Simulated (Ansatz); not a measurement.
## Relaxing Cl in the hcp type

First guess:

```xyz
2
Lattice="2.5123 0.0000 0.0000 -1.2562 2.1757 0.0000 0.0000 0.0000 4.0700" Properties=species:S:1:pos:R:3 pbc="T T T"
Cl    0.0000    1.4505    1.0175
Cl    1.2562    0.7252    3.0525
```

All numbers below come from DFT, PBE, PAW with Ansatz's default frozen-core files, scalar-relativistic (Ansatz 0.2.0).

Cell and atoms relax within the symmetry of the start on a 19×19×10 k mesh with 0.03 eV Fermi–Dirac smearing.

The start is built from a prototype, known or not as a phase of this compound; the cutoff is 420 eV.

Task: What is the pressure of the first guess?

Result: 97.9 GPa.

Task: What does it relax to?

Result: a = 3.668 Å, b = 3.668 Å, c = 3.924 Å, α = 90.00°, β = 90.00°, γ = 120.00° (conventional cell), 22.86 Å³ per atom:
```cif
data_structure
_symmetry_space_group_name_H-M 'P6_3/mmc'
_symmetry_Int_Tables_number 194
_cell_length_a 3.6681
_cell_length_b 3.6681
_cell_length_c 3.9242
_cell_angle_alpha 90.000
_cell_angle_beta 90.000
_cell_angle_gamma 120.000
_cell_volume 45.73
loop_
_atom_site_label
_atom_site_type_symbol
_atom_site_symmetry_multiplicity
_atom_site_Wyckoff_symbol
_atom_site_fract_x
_atom_site_fract_y
_atom_site_fract_z
_atom_site_occupancy
Cl1 Cl 2 c 0.33333 0.66667 0.25000 1
```

Task: How much energy does the relaxation release?

Result: 1924 meV/atom.
